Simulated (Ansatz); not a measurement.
Zinc-blende InN (metastable phase) was calculated with PBE0 (Ansatz, a program for electronic structure, plane waves, PAW).

Numerical settings: plane-wave cutoff 460 eV, 10×10×10 k mesh, Fermi–Dirac smearing 0.01 eV, scalar-relativistic PAW data made under PBE.

Properties against volume:

| V (Å³/atom) | P (GPa) | direct gap at Γ (eV) |
|---|---|---|
| 14.625 | 9.08 | 1.280 |
| 15.010 | 4.54 | 1.177 |
| 15.395 | 0.58 | 1.073 |
| 15.765 | -2.75 | 0.972 |
| 16.165 | -5.88 | 0.864 |

A straight line through the gaps at Γ against ln V gives a volume deformation potential dE_g(Γ)/d ln V of -4.2 eV: the gap at Γ widens under compression.

Measured, for comparison: band gap 0.61 eV (low temperature, no zero-point or thermal correction, photoluminescence, epilayer; as tabulated in Schörmann, As, Lischka, Schley, Goldhahn et al., Appl. Phys. Lett. 89, 261903 …).

Spin–orbit coupling is not included.
